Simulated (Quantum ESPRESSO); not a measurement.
**Hf under changes of volume**

One of the cells (23.523 Å³/atom); the others are scaled copies at fixed shape and fractional positions:

```
Hf
1.0
    -1.80500    1.80500    1.80500
     1.80500   -1.80500    1.80500
     1.80500    1.80500   -1.80500
Hf
1
Direct
  0.00000 0.00000 0.00000
```

This isn't the form of Hf at room conditions, which is hcp.

| Item | Value |
| --- | --- |
| Program | Quantum ESPRESSO 7.5 |
| Functional | r2SCAN |
| Potentials or basis | SG15 PBE 1.2 |
| Cutoff | 884 eV |
| Density cutoff | 3537 eV |
| k mesh | 8 × 8 × 8 |
| Occupations | fermi-dirac, width 0.05 eV |
| Spin | no spin polarisation |

```tsv
volume (Å³/atom)	energy over the lowest point (meV/atom)	pressure (GPa)
22.112	0.00	-6.9
22.582	23.41	-8.8
23.052	52.25	-10.5
23.523	85.80	-12.0
23.993	?	?
24.464	164.28	-14.4
24.934	208.23	-15.3
```

What does the run at 23.993 Å³/atom give?

Energy over the lowest point 123.33 meV/atom; pressure -13.3 GPa.

Worked out: A Birch-Murnaghan fit of order 3 (a polynomial in V^(-2/3)) to the other rows has no minimum within the range. It gives 123.27 meV/atom at 23.993 Å³/atom, against the run's 123.33, and -dE/dV = -13.4 GPa, against -13.3.

Energies are extrapolated to zero smearing.

Caveats: the potentials were made for another functional, which shifts forces and pressure.
